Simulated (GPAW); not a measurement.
The system is PtSe2 (Sudovikovite).

```
Pt Se
1.0
     3.72400    0.00000    0.00000
    -1.86200    3.22508    0.00000
     0.00000    0.00000    5.06200
Pt Se
1 2
Direct
  0.00000 0.00000 0.00000
  0.66667 0.33333 0.75000
  0.33333 0.66667 0.25000
```

Base run:

```yaml
Program: GPAW 26.7.0
Functional: PBEsol
Potentials_or_basis: PAW data sets generated in the run's folder for this functional
Cutoff: 600 eV
Basis: pw
k_mesh: 6 × 6 × 4
Occupations: fermi-dirac, width 0.05 eV
Spin: spin-orbit coupling, no magnetisation
```

Its results: pressure 2.2 GPa; largest force 0.358 eV/Å.

Problem. The run is repeated on the same cell with these changes: functional from PBEsol to BLYP; spin axis theta (degrees) from 90 to 54.7. What comes out?

Solution. Pressure 14.3 GPa; largest force 0.991 eV/Å.

Caveats: spin-orbit coupling was added after a scalar SCF, so levels and gaps hold it while energy, forces, pressure and moments don't.

Not every run made on this cell is shown here.
